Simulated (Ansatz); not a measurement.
System: cubic perovskite LaAlO3 (cubic high-temperature phase). Method: PBE0 in Ansatz (PAW).

Numerical settings: plane-wave cutoff 460 eV, 6×6×6 k mesh, Fermi–Dirac smearing 0.01 eV, scalar-relativistic PAW data made under PBE.

The cell has the measured lattice: a = 3.8100 Å, b = 3.8100 Å, c = 3.8100 Å, α = 90.00°, β = 90.00°, γ = 90.00°.

Q: What does this level give for the band gap and smallest direct gap on the k points sampled?

A: 
- band gap = 5.56 eV (on the SCF k mesh)
- smallest direct gap on the k points sampled = 5.74 eV

Note: held by symmetry at 0 K, a high-temperature phase can be a saddle point; cell and atoms aren't relaxed at this level (pressure -5.3 GPa).

Spin–orbit coupling is not included.

Computed values are for the static lattice.

The result took around 110 core-seconds (rough).

Ansatz is a quantum-chemistry and plane-wave program.
